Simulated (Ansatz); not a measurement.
**diamond against fcc along the 4d metals**

Theory: Ansatz 0.2.0, DFT, PBEsol, plane waves (420 eV) with PAW, scalar-relativistic. (PAW data from PBE, frozen cores regenerated.)

Each structure is relaxed within its symmetry, in the lowest magnetic state of the tried starts. Differences under about 8 meV lie within the error of the k-point mesh.

| element | E(diamond) − E(fcc) (meV/atom) | V(diamond) (Å³/atom) | V(fcc) (Å³/atom) | state of diamond | state of fcc |
| --- | --- | --- | --- | --- | --- |
| Y | 1987 | 39.74 | 30.91 | spin not included | spin not included |
| Zr | 2409 | 29.00 | 22.24 | spin not included | spin not included |
| Nb | 2296 | 24.56 | 18.17 | spin not included | spin not included |
| Mo | ? | ? | ? | ? | ? |
| Ru | 1252 | 19.59 | 13.40 | spin not included | spin not included |
| Rh | 1291 | 20.08 | 13.51 | spin not included | non-magnetic |
| Pd | 1345 | 22.99 | 14.59 | ferromagnetic | spin not included |
| Ag | 990 | 27.49 | 16.64 | spin not included | spin not included |
| Cd | 463 | 33.41 | 20.97 | spin not included | spin not included |

Fill in the row of Mo.

E(diamond) − E(fcc) (meV/atom): 1953; V(diamond) (Å³/atom): 22.10; V(fcc) (Å³/atom): 15.54; state of diamond: spin not included; state of fcc: spin not included.
